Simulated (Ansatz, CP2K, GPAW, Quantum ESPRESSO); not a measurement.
One calculation of MgB2, 4 ways

```
Mg B
1.0
     3.08500    0.00000    0.00000
    -1.54250    2.67169    0.00000
     0.00000    0.00000    3.52300
Mg B
1 2
Direct
  0.00000 0.00000 0.00000
  0.66667 0.33333 0.50000
  0.33333 0.66667 0.50000
```

Alike in all runs: task band structure; functional LDA; k mesh 10 × 10 × 8; occupations fermi-dirac, width 0.05 eV; no spin polarisation; no spin-orbit coupling. LDA stands for any of its common fits. Pressure is positive in compression and, in plane waves, holds the error of the finite cutoff.

```json
{"program and potentials": "Ansatz, all-electron LAPW, scalar-relativistic", "plane-wave cutoff (eV)": "-", "notes": "-", "pressure (GPa)": "-7.47"}
{"program and potentials": "GPAW, the program's PAW data sets (release 1.2.1) made for this functional", "plane-wave cutoff (eV)": "800", "notes": "-", "pressure (GPa)": "-7.63"}
{"program and potentials": "Quantum ESPRESSO, PseudoDojo 0.4.1 SR LDA standard", "plane-wave cutoff (eV)": "1143", "notes": "-", "pressure (GPa)": "-7.25"}
{"program and potentials": "CP2K, GTH_POTENTIALS Mg GTH-PADE-q10, B GTH-PADE-q3; TZVP-MOLOPT-PBE-GTH basis", "plane-wave cutoff (eV)": "-", "notes": "atomic basis", "pressure (GPa)": "-6.06"}
```

The pressure spans -7.63 (GPAW, the program's PAW data sets (release 1.2.1) made for this functional) to -6.06 GPa (CP2K, GTH_POTENTIALS Mg GTH-PADE-q10, B GTH-PADE-q3; TZVP-MOLOPT-PBE-GTH basis), with all-electron results at -7.47. Rows in atomic bases carry the error of their basis and grid, which can be large.

Differences between rows come from potentials, basis sets and numerical settings, since the functional is the same but for its coding. Runs on potential files found faulty are left out.
